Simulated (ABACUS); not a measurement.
Au:

```
Au
1.0
     2.87792    0.00000    0.00000
     1.43896    2.49236    0.00000
     1.43896    0.83079    2.34982
Au
1
Direct
  0.00000 0.00000 0.00000
```

Base run:

- Program: ABACUS 3.10.1
- Functional: BLYP
- Potentials or basis: PseudoDojo NC SR 0.5 PBE stringent
- Cutoff: 1361 eV
- Density cutoff: 5442 eV
- Basis: DZP LCAO (the cutoffs set its grid)
- k mesh: 10 × 10 × 10
- Occupations: fermi-dirac, width 0.05 eV
- Spin: no spin polarisation

Its results: band gap on the k mesh none (metal or under the smearing width); pressure 24.3 GPa.

Task: The run is repeated on the same cell with these changes: functional from BLYP to PBEsol. What comes out?

Result: Band gap on the k mesh none (metal or under the smearing width); pressure 3.1 GPa.

PBEsol binds more tightly than BLYP, so the same cell stands under less pressure.

Caveats: the atomic orbitals were generated for these runs and aren't a published set; the potentials were made for another functional, which shifts forces and pressure; the basis of atomic orbitals isn't converged, which shifts pressures, moduli and gaps; so large a pressure means that the cell lies far from this level's equilibrium, or that cutoff or potentials fall short (some runs).

Not every run made on this cell is shown here.
